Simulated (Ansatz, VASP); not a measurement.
SiC: VASP beside Ansatz

Contents of POSCAR:

```
SiC
1.0
    0.0000000000      2.1897201901      2.1897201901
    2.1897201901      0.0000000000      2.1897201901
    2.1897201901      2.1897201901      0.0000000000
Si C
1 1
Direct
    0.0000000000      0.0000000000      0.0000000000
    0.7500000000      0.7500000000      0.7500000000
```

File INCAR.step1:

```
SYSTEM = SiC
PREC = Accurate
ENCUT = 520
ISMEAR = 0
SIGMA = 0.02
LREAL = .False.
LASPH = .True.
NELM = 60
NBANDS = 11
GGA = PE
ALGO = Normal
EDIFF = 1E-4
LWAVE = .True.
LCHARG = .False.
```

Contents of INCAR.step2:

```
SYSTEM = SiC
PREC = Accurate
ENCUT = 520
EDIFF = 1E-6
ISMEAR = 0
SIGMA = 0.02
LREAL = .False.
LASPH = .True.
NELM = 60
ALGO = Normal
ISIF = 2
LWAVE = .False.
LCHARG = .False.
METAGGA = R2SCAN
LMIXTAU = .True.
NBANDS = 11
ISTART = 1
```

KPOINTS

```
Automatic mesh
0
Gamma
  10 10 10
  0 0 0
```

Input for Ansatz:

```yaml
crystal:
  lattice:
    - [0.0, 2.1897201901, 2.1897201901]
    - [2.1897201901, 0.0, 2.1897201901]
    - [2.1897201901, 2.1897201901, 0.0]
  atoms:
    - { symbol: Si, position: [0.0, 0.0, 0.0] }
    - { symbol: C, position: [0.75, 0.75, 0.75] }
basis:
  ecutwfc: 500
kpoints:
  mp_grid: { grid: [10, 10, 10] }
  band_path:
    path:
      - [[0.0, 0.0, 0.0], [-0.5, -0.5, 0.0], [-0.375, -0.375, 0.25]]
      - [[-0.375, 0.0, 0.375], [0.0, 0.0, 0.0], [0.0, 0.0, 0.5], [-0.5, -0.25, 0.25], [-0.5, -0.5, 0.0]]
    npoints: 14
hamiltonian:
  xc: r2scan
scf:
  occupations: { method: gaussian, width: 0.02 }
  n_extra_bands: 6
output:
  forces: true
  stress: true
  eigenvalues: true
  populations: true
  dos: { projected: true, de: 0.02, nscf_kmesh: { grid: [15, 15, 15] } }
  bader: true
```

Alike in both runs: task single point; functional r2SCAN; k mesh 10 × 10 × 10; occupations gaussian, width 0.02 eV; no spin polarisation.

|  | VASP | Ansatz |
| --- | --- | --- |
| version | VASP 6.6.1 | Ansatz 0.2.0 |
| potentials or method | VASP PAW PBE potentials, release 64 (Si, C) | scalar-relativistic, plane waves, PAW |
| plane-wave cutoff (eV) | 520 | 500 |
| valence electrons in the cell | 8 | 8 |

|  | VASP | Ansatz | Ansatz less VASP |
| --- | --- | --- | --- |
| gap on the k mesh at the Fermi level (eV) | 1.73 | 1.72 | -0.011 |
| least direct gap on the mesh (eV) | 5.04 | 5.03 | -0.012 |
| pressure (GPa) | -3.7 | -3.5 | +0.16 |

Caveats: the PAW data sets were made with another functional, which shifts forces and pressure a little (VASP). A k mesh can miss the band edges.
